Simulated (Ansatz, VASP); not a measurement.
One calculation of BAs, two programs

```
CELL_PARAMETERS angstrom
0.00000 2.43878 2.43878
2.43878 0.00000 2.43878
2.43878 2.43878 0.00000
ATOMIC_POSITIONS crystal
B 0.00000 0.00000 0.00000
As 0.25000 0.25000 0.25000
```

Alike in both runs: task single point; functional r2SCAN; k mesh 8 × 8 × 8; no spin polarisation.

|  | VASP | Ansatz |
| --- | --- | --- |
| version | VASP 6.6.1 | Ansatz 0.2.0 |
| potentials or method | VASP PAW PBE potentials, release 64 (B, As) | plane waves, PAW |
| plane-wave cutoff (eV) | 520 | 500 |
| occupations | gaussian, width 0.01 eV | fixed |
| valence electrons in the cell | 8 | 18 |

Ansatz gave:

- gap on the k mesh at the Fermi level (eV): 1.44
- pressure (GPa): -7.3

Which values does VASP return?

gap on the k mesh at the Fermi level (eV): 1.44; pressure (GPa): -7.2.

The two sets of potentials don't hold the same shells in valence.

Caveats: the PAW data sets were made with another functional, which shifts forces and pressure a little (VASP). r2SCAN opens gaps a little over a GGA but as a rule still falls short of measured ones. A k mesh can miss the band edges.
